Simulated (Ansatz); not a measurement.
Sb: energy change per atom and pressure as volume scale varies

Results calculated with Ansatz 0.2.0, not measured. Plane-wave DFT, scalar-relativistic PAW made under PBE with cores redone for the functional, no dispersion; the given relaxed cell is scaled uniformly, energy at zero smearing counts from the unscaled cell, pressure at the given Fermi-Dirac smearing is positive in compression.

The cell before it is scaled or strained (space group Fm-3m, No. 225):
```
CELL_PARAMETERS angstrom
0.00000 2.39410 2.39410
2.39410 0.00000 2.39410
2.39410 2.39410 0.00000
ATOMIC_POSITIONS crystal
Sb 0.00000 0.00000 0.00000
```

Settings of every row: spin polarised no; functional PBE; wave cutoff 420 eV; smearing width 0.1 eV; k mesh 19x19x19.

Atom starting moment: 0 on all atoms.

Limits: the cell comes from a prototype or a list of computed structures and needn't be the stable phase.

| row | volume scale | V (Å³/atom) | energy change per atom (meV) | pressure (GPa) |
| --- | --- | --- | --- | --- |
| 1 | 0.88 | 24.151 | 92.8 | 10.17 |
| 2 | 0.92 | 25.249 | ? | ? |
| 3 | 0.96 | 26.347 | 9.09 | 2.74 |
| 4 | 1.04 | 28.542 | 6.85 | -1.97 |
| 5 | 1.08 | 29.64 | 26.58 | -3.65 |
| 6 | 1.12 | 30.738 | 56.75 | -5.01 |

Question: what energy change per atom and pressure should row 2 give?

Worked fit of energy change per atom. Take u = (V_r/V)^(2/3) − 1 with V_r = 28.542 Å³ an atom, which is twice the finite (Eulerian) strain; such expansions in the strain, on which the Birch-Murnaghan equation of state is built, carry the rest volume and the bulk modulus. The shown rows have u = 0.11781, 0.0548, 0, -0.02485, -0.04821. Least squares give energy change per atom = 6.485 − 531.956 × u + 10724.51 × u² meV; a straight line predicts inner rows, each left out in turn, worse (root mean square 36 against 0.75 meV). The rows lie off it by 0.14, -0.45, 0.36, 0.25, -0.31 (root mean square 0.32 meV). The withheld row has u = 0.08516, so the fit gives 6.485 − 531.956 × (0.08516) + 10724.51 × (0.08516)² = 38.96 meV.

The calculation gave 38.24 meV. The fit lies 0.72 meV (1.9 % of the value, 0.84 % of the column's range) above it; its largest miss of a shown row is 0.45 meV.

Worked fit of pressure. Take u = (V_r/V)^(2/3) − 1 with V_r = 28.542 Å³ an atom, which is twice the finite (Eulerian) strain; such expansions in the strain, on which the Birch-Murnaghan equation of state is built, carry the rest volume and the bulk modulus. The shown rows have u = 0.11781, 0.0548, 0, -0.02485, -0.04821. Least squares give pressure = −2.005 + 73.706 × u + 250.52 × u² GPa; a straight line predicts inner rows, each left out in turn, worse (root mean square 0.85 against 0.078 GPa). The rows lie off it by 0.01, -0.05, 0.03, 0.03, -0.03 (root mean square 0.033 GPa). The withheld row has u = 0.08516, so the fit gives −2.005 + 73.706 × (0.08516) + 250.52 × (0.08516)² = 6.09 GPa.

The calculation gave 6.03 GPa. The fit lies 0.06 GPa (0.4 % of the column's range) above it; its largest miss of a shown row is 0.05 GPa.
